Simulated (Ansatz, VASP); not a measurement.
# MgO in VASP and in Ansatz

File INCAR:

```
SYSTEM = MgO
  ALGO = Normal
  EDIFF = 1E-7
  ENCUT = 520
  GGA = PS
  ISIF = 2
  ISMEAR = 0
  LASPH = .True.
  LCHARG = .False.
  LREAL = .False.
  LWAVE = .False.
  NBANDS = 16
  NELM = 80
  PREC = Accurate
  SIGMA = 0.05
```

KPOINTS

```
k-points
0
Gamma
  9 9 6
  0 0 0
```

Contents of POSCAR:

```
MgO
1.0
    3.3258200135      0.0000000000      0.0000000000
   -1.6629100067      2.8802446201      0.0000000000
    0.0000000000      0.0000000000      4.9521460001
Mg O
2 2
Direct
    0.3333333333      0.6666666667     -0.0317643073
    0.6666666667      0.3333333333      0.4682356927
    0.3333333333      0.6666666667      0.4009416620
    0.6666666667      0.3333333333      0.9009416620
```

Input for Ansatz:

```yaml
crystal:
  lattice:
    - [3.3258200135, 0.0, 0.0]
    - [-1.6629100067, 2.8802446201, 0.0]
    - [0.0, 0.0, 4.9521460001]
  atoms:
    - { symbol: Mg, position: [0.3333333333, 0.6666666667, -0.0317643073] }
    - { symbol: Mg, position: [0.6666666667, 0.3333333333, 0.4682356927] }
    - { symbol: O, position: [0.3333333333, 0.6666666667, 0.400941662] }
    - { symbol: O, position: [0.6666666667, 0.3333333333, 0.900941662] }
basis:
  ecutwfc: 520.0
kpoints:
  mp_grid: { grid: [9, 9, 6] }
hamiltonian:
  xc: pbesol
  pseudopotentials: { kind: paw, azcp: { folder: soft_1 } }
scf:
  occupations: { method: gaussian, width: 0.05 }
output:
  forces: true
  stress: true
  eigenvalues: true
```

Alike in both runs: task single point; functional PBEsol; k mesh 9 × 9 × 6; occupations gaussian, width 0.05 eV; no spin polarisation.

|  | VASP | Ansatz |
| --- | --- | --- |
| version | VASP 6.6.1 | Ansatz 0.2.0 |
| potentials or method | VASP PAW PBE potentials, release 64 (Mg, O) | scalar-relativistic, plane waves, PAW |
| plane-wave cutoff (eV) | 520 | 520 |
| valence electrons in the cell | 16 | 32 |

|  | VASP | Ansatz | Ansatz less VASP |
| --- | --- | --- | --- |
| gap on the k mesh at the Fermi level (eV) | 3.06 | 3.07 | +0.008 |
| least direct gap on the mesh (eV) | 3.06 | 3.07 | +0.008 |
| pressure (GPa) | -0.9 | -0.6 | +0.30 |
| largest component of the traceless stress (GPa) | 7.24 | 7.17 | -0.068 |
| rms of the force components (eV/Å) | 0.287 | 0.283 | -0.0045 |

Atom by atom the forces differ by 0.005 eV/Å (rms over components). With one functional, cell and mesh, what is left measures potentials, basis and numerics. The two sets of potentials don't hold the same shells in valence. Ansatz warned: «pseudo_functional_mismatch».

Caveats: the PAW data sets were made with another functional, which shifts forces and pressure a little (VASP); an odd mesh through Γ misses points on the zone boundary, where band edges often lie.
